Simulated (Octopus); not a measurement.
# BaTiO3 (R3m) in Octopus: reference runs

How does BaTiO3 come out in PBEsol? The cell is run as given.

Program: Octopus 16.4. These are calculated values, not measurements. Logs are shortened: lines on timing, memory, paths and dates and some standing lists are left out, and cuts for length are marked.

## 1. Starting point

It takes space group R3m (No. 160, trigonal). The conventional cell has a = 5.655 Å, b = 5.655 Å, c = 6.955 Å, α = 90.00°, β = 90.00°, γ = 120.00°. Around Ba (site symmetry 3m) lie 12 O at 2.79 to 2.89 Å. Around Ti (site symmetry 3m) lie 6 O at 1.87 to 2.14 Å. O (site symmetry m) is surrounded by 2 Ti at 1.87 to 2.14 Å.

## 2. Single point, PBEsol

The input, inp:

```
CalculationMode = gs
UnitsOutput = eV_Angstrom
PeriodicDimensions = 3
ExperimentalFeatures = yes
PseudopotentialSet = pseudodojo_pbesol
%LatticeParameters
 1*angstrom | 1*angstrom | 1*angstrom
%
%LatticeVectors
 2.8273666084 | 1.6323808724 | 2.3183934932
 -2.8273666084 | 1.6323808724 | 2.3183934932
 0 | -3.2647617449 | 2.3183934932
%
%ReducedCoordinates
 "Ba" | 0 | 0 | 0
 "Ti" | 0.4845 | 0.4845 | 0.4845
 "O" | 0.5086 | 0.0175 | 0.5086
 "O" | 0.0175 | 0.5086 | 0.5086
 "O" | 0.5086 | 0.5086 | 0.0175
%
%Spacing
 0.11777059*angstrom | 0.11777059*angstrom | 0.11777059*angstrom
%
DerivativesOrder = 8
%KPointsGrid
 7 | 7 | 7
%
KPointsUseSymmetries = yes
XCFunctional = gga_x_pbe_sol + gga_c_pbe_sol
SmearingFunction = fermi_dirac
Smearing = 0.05*eV
ExtraStates = 11
Eigensolver = chebyshev_filter
ConvRelDens = 3e-7
MaximumIter = 120
Mixing = 0.2
```

Potentials or basis: pseudodojo_pbesol (PseudoDojo 0.4, PBEsol).

The run is started by

```
> OMP_NUM_THREADS=1 octopus > out.log
```

out.log:

```text
Running octopus

[... 13 lines left out ...]

Input: [AllElectronType = no]
Input: [PseudopotentialSet = pseudodojo_pbesol]
Reading Coordinates from ReducedCoordinates block

****************************** Species *******************************
  Species 'Ba'
    type             : pseudopotential
    file             : 'Ba.upf'
    file format      : UPF2
    valence charge   : 10.0
    atomic number    :  56
    form on file     : kleinman-bylander
    lmax             : 2
    llocal           : -1
    projectors per l : 2
    total projectors : 6
    application form : kleinman-bylander
    orbitals         :  5
    bound orbitals   :  5

  Species 'Ti'
    type             : pseudopotential
    file             : 'Ti.upf'
    file format      : UPF2
    valence charge   : 12.0
    atomic number    :  22
    form on file     : kleinman-bylander
    lmax             : 2
    llocal           : -1
    projectors per l : 2
    total projectors : 6
    application form : kleinman-bylander
    orbitals         : 10
    bound orbitals   : 10

  Species 'O'
    type             : pseudopotential
    file             : 'O.upf'
    file format      : UPF2
    valence charge   : 6.0
    atomic number    :   8
    form on file     : kleinman-bylander
    lmax             : 2
    llocal           : -1
    projectors per l : 2
    total projectors : 6
    application form : kleinman-bylander
    orbitals         :  4
    bound orbitals   :  4

**********************************************************************

***************************** Symmetries *****************************
Space group No.  160
International: R3m
Schoenflies: C3v^5
Info: The system has     6 symmorphic symmetries that can be used.
  Index                Rotation matrix                      Fractional translations
    1 :     1   0   0     0   1   0     0   0   1      0.000000    0.000000    0.000000
    2 :     0   1   0     0   0   1     1   0   0      0.000000    0.000000    0.000000
    3 :     0   0   1     1   0   0     0   1   0      0.000000    0.000000    0.000000
    4 :     0   0   1     0   1   0     1   0   0      0.000000    0.000000    0.000000
    5 :     0   1   0     1   0   0     0   0   1      0.000000    0.000000    0.000000
    6 :     1   0   0     0   0   1     0   1   0      0.000000    0.000000    0.000000
Info: The system also has     0 nonsymmorphic symmetries (not used for electrons).
**********************************************************************

Input: [CurvMethod = curv_affine]
Input: [DerivativesStencil = stencil_stargeneral]

****************************** Lattice *******************************
  Lattice Vectors [A]
    2.827367    1.632381    2.318393
   -2.827367    1.632381    2.318393
    0.000000   -3.264762    2.318393
  Cell volume =            64.2010 [A^3]
  Reciprocal-Lattice Vectors [A^-1]
    1.111137    0.641515    0.903382
   -1.111137    0.641515    0.903382
   -0.000000   -1.283031    0.903382
  Cell angles [degree]
    alpha =   89.837
    beta  =   89.837
    gamma =   89.837
**********************************************************************

Checking if the generated full k-point grid is symmetric

    44 k-points generated from parameters :
 ---------------------------------------------------
    n =    7    7    7

    s1  =  0.50  0.50  0.50

   index |      weight  |             coordinates              |
       1 |     0.002915 |    0.000000    0.000000    0.000000  |
[... 94 lines left out ...]
  Radii for localized parts:
    local part     =  1.2 A
    non-local part =  1.4 A
    orbitals       =  7.4 A

Info: Pseudopotential for Ti
  Radii for localized parts:
    local part     =  1.2 A
    non-local part =  1.2 A
    orbitals       =  6.1 A

Info: Pseudopotential for O
  Radii for localized parts:
    local part     =  1.2 A
    non-local part =  1.1 A
    orbitals       =  3.8 A

Input: [RelativisticCorrection = non_relativistic]
[... 11 lines left out ...]
      Block       2 contains       4 states:       5 -       8
      Block       3 contains       4 states:       9 -      12
      Block       4 contains       4 states:      13 -      16
      Block       5 contains       4 states:      17 -      20
      Block       6 contains       4 states:      21 -      24
      Block       7 contains       4 states:      25 -      28
      Block       8 contains       3 states:      29 -      31
Info: Ground-state allocation done.
Info: Could not find 'restart/gs' directory for restart.
[... 18 lines left out ...]
** Warning:
**   Cannot do LCAO for all states because there are not enough atomic orbitals.
**   Required: 31. Available: 27. 4 orbitals will be randomized.

Info: Unnormalized total charge =     40.029040
Info: Renormalized total charge =     40.000000
Info: Setting up Hamiltonian.
Info: Performing initial LCAO calculation with     27 orbitals.
Info: Getting Hamiltonian matrix elements.

Eigenvalues [eV]
 #st  Spin   Eigenvalue      Occupation
#k =       1, k = (  0.000000,  0.000000,  0.000000)
   1   --   -49.314701       2.000000
   2   --   -25.994589       2.000000
   3   --   -25.994589       2.000000
   4   --   -25.908573       2.000000
   5   --   -19.786311       2.000000
   6   --   -14.899213       2.000000
[... 19 lines left out ...]
  26   --    11.070939       0.000000
  27   --    21.619215       0.000000
#k =       2, k = (  0.142857,  0.000000,  0.000000)
   1   --   -49.263392       2.000000
   2   --   -25.977552       2.000000
   3   --   -25.966289       2.000000
   4   --   -25.884512       2.000000
   5   --   -19.737525       2.000000
   6   --   -14.850813       2.000000
[... 19 lines left out ...]
  26   --    11.570422       0.000000
  27   --    21.984381       0.000000
[... 42 further k-points ...]
Fermi energy =     8.147146 eV
Generating random wavefunctions for states       28 and above
Orthogonalizing wavefunctions.
Info: Ground-state restart information will be written to 'restart/gs'.
Info: SCF using complex wavefunctions.
Info: Starting SCF iteration.

** Warning:
**   Symmetrization discrepancy ratio (scalar) =  3.61926E-02

*********************** SCF CYCLE ITER #    1 ************************
 etot  = -3.80113266E+03 abs_ev   =  7.83E+01 rel_ev   =  1.90E-01
 ediff =        1.40E+02 abs_dens =  5.86E+00 rel_dens =  1.47E-01
Matrix vector products: 1100
Converged eigenvectors: 0

#  State  KPoint  Eigenvalue [eV]  Occupation    Error
      1       1      -49.320831    2.000000   ( 4.3E-05)
      1       2      -49.320509    2.000000   ( 6.1E-05)
      1       3      -49.320188    2.000000   ( 1.2E-04)
      1       4      -49.320187    2.000000   ( 2.1E-04)
      1       5      -49.319867    2.000000   ( 1.3E-04)
      1       6      -49.319867    2.000000   ( 1.3E-04)
      1       7      -49.319785    2.000000   ( 1.8E-04)
      1       8      -49.319465    2.000000   ( 1.6E-04)
[... 23 lines left out ...]
     31      12       21.849620    0.000000   ( 2.6E-01)
     31      17       21.956020    0.000000   ( 2.8E-01)
     31      19       21.993605    0.000000   ( 2.8E-01)
     31       4       22.048051    0.000000   ( 3.2E-01)
     31      10       22.415743    0.000000   ( 2.7E-01)
     31       3       22.730769    0.000000   ( 2.9E-01)
     31       1       22.759999    0.000000   ( 2.9E-01)
     31      21       23.380477    0.000000   ( 3.1E-01)

Density of states:

----------------------%----------%-------------%----------------------
----------------------%----------%--------%---%%%---------------------
----------------------%----------%--------%---%%%---------------------
----------------------%----------%--------%---%%%---------------------
----------------------%----------%--------%---%%%------%--------------
----------------------%----------%--------%---%%%------%--------------
----------------------%----------%--------%---%%%------%--%%----------
%---------------------%-----%----%--------%---%%%------%%%%%%----%----
%---------------------%-----%----%--------%--%%%%------%%%%%%%%%-%----
%---------------------%-----%----%-------%%--%%%%-----%%%%%%%%%%%%%%%-
                                                    ^

Fermi energy =     5.336563 eV

**********************************************************************

** Warning:
**   Symmetrization discrepancy ratio (scalar) =  4.32004E-02

*********************** SCF CYCLE ITER #    2 ************************
 etot  = -3.75988868E+03 abs_ev   =  1.41E+01 rel_ev   =  3.54E-02
 ediff =        1.52E+00 abs_dens =  2.46E+00 rel_dens =  6.16E-02
Matrix vector products: 1100
Converged eigenvectors: 0
[... 211 lines left out ...]
*********************** SCF CYCLE ITER #   20 ************************
 etot  = -3.73325769E+03 abs_ev   =  8.47E-05 rel_ev   =  2.18E-07
 ediff =        5.38E-06 abs_dens =  3.87E-06 rel_dens =  9.67E-08
Matrix vector products: 1100
Converged eigenvectors: 220

#  State  KPoint  Eigenvalue [eV]  Occupation    Error
      1       1      -51.945468    2.000000   ( 1.2E-08)
      1       2      -51.945272    2.000000   ( 1.2E-08)
      1       3      -51.945076    2.000000   ( 1.2E-08)
      1       4      -51.945076    2.000000   ( 1.2E-08)
      1       5      -51.944881    2.000000   ( 1.2E-08)
      1       6      -51.944881    2.000000   ( 1.2E-08)
      1       7      -51.944831    2.000000   ( 1.2E-08)
      1       8      -51.944636    2.000000   ( 1.2E-08)
[... 23 lines left out ...]
     31      37       16.594903    0.000000   ( 1.6E-02)
     31      40       16.624743    0.000000   ( 1.7E-02)
     31      42       16.640607    0.000000   ( 1.8E-02)
     31      38       16.673875    0.000000   ( 2.3E-02)
     31      30       16.681709    0.000000   ( 4.6E-02)
     31      39       16.698979    0.000000   ( 2.0E-02)
     31      41       16.714591    0.000000   ( 3.4E-02)
     31      28       17.720377    0.000000   ( 3.6E-02)

Density of states:

-----------------------%----------------------------------------------
-----------------------%-----------------------------%----------------
-----------------------%----------------------%------%----------------
-----------------------%----------------%-----%-----%%-%---%----%-----
-----------------------%----------------%-----%-----%%%%---%---%%-----
-----------------------%----------------%-----%-----%%%%---%---%%-----
-----------------------%----------------%-----%-----%%%%---%---%%%----
%----------------------%-------%-------%%-----%-----%%%%---%-%%%%%----
%----------------------%-------%-------%%----%%-----%%%%--%%%%%%%%----
%----------------------%-------%-------%%----%%----%%%%%--%%%%%%%%%%%-
                                                         ^

Fermi energy =     5.370668 eV

**********************************************************************

Info: SCF converged in   20 iterations

** Warning:
**   Some of the states are not fully converged!

Info: Number of matrix-vector products:      22000
Info: Finished writing information to 'restart/gs'.

Octopus emitted 23 warnings.
```

Wall time 23 min (1 thread of Arm Neoverse V2, shared host); peak memory 2.6 GiB.

What came out:

* Free energy: -3733.2577 eV
* Largest force: 0.144 eV/Å
* Band gap on the k mesh: 2.45 eV, indirect (least direct gap 2.77 eV)

Forces on the atoms (eV/Å):
```
Ba   0.000  0.000 -0.144
Ti   0.000  0.000  0.076
O    0.062 -0.036  0.023
O   -0.062 -0.036  0.023
O    0.000  0.072  0.023
```

Caveat: the files of the heavy main-group elements may lack f projectors, which makes oxides come out too large; spin-orbit coupling is left out, which moves the levels of the heavy elements; an odd mesh through Γ misses points on the zone boundary, where band edges often lie.
